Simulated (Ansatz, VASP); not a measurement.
**Sb: VASP beside Ansatz**

```
Sb
1.0
    -4.03001    4.03001    2.02549
     4.03001   -4.03001    2.02549
     4.03001    4.03001   -2.02549
Sb
4
Direct
  0.64724 0.14869 0.80829
  0.14489 0.34584 0.49574
  0.34758 0.85024 0.19552
  0.85045 0.64785 0.49850
```

Change from the starting cell: atoms moved at random, drawn with an rms of 0.05 Å.

Alike in both runs: task single point; functional PBEsol; k mesh 7 × 7 × 7; occupations fermi-dirac, width 0.05 eV; no spin polarisation.

```csv
,VASP,Ansatz
version,VASP 6.6.1,Ansatz 0.2.0
potentials or method,"VASP PAW PBE potentials, release 64 (Sb)",Ansatz PAW
plane-wave cutoff (eV),520,420
valence electrons in the cell,20,60
```

VASP gave:

- gap on the k mesh at the Fermi level (eV): none
- pressure (GPa): -0.6
- largest component of the traceless stress (GPa): 0.33
- rms of the force components (eV/Å): 0.083

**Question.** Which values does Ansatz return?

**Answer.** gap on the k mesh at the Fermi level (eV): none; pressure (GPa): -0.7; largest component of the traceless stress (GPa): 0.32; rms of the force components (eV/Å): 0.080.

Atom by atom the forces differ by 0.005 eV/Å (rms over components). A gap of «none» marks a metal or a gap that the smearing closes. The two sets of potentials don't hold the same shells in valence.

Caveats: the PAW data sets were made with another functional, which shifts forces and pressure a little (VASP); the PAW data sets come from PBE, with cores solved anew for the run's functional, which leaves a small shift of forces and pressure (Ansatz). The runs have no spin-orbit coupling, so splittings on Sb are missing.
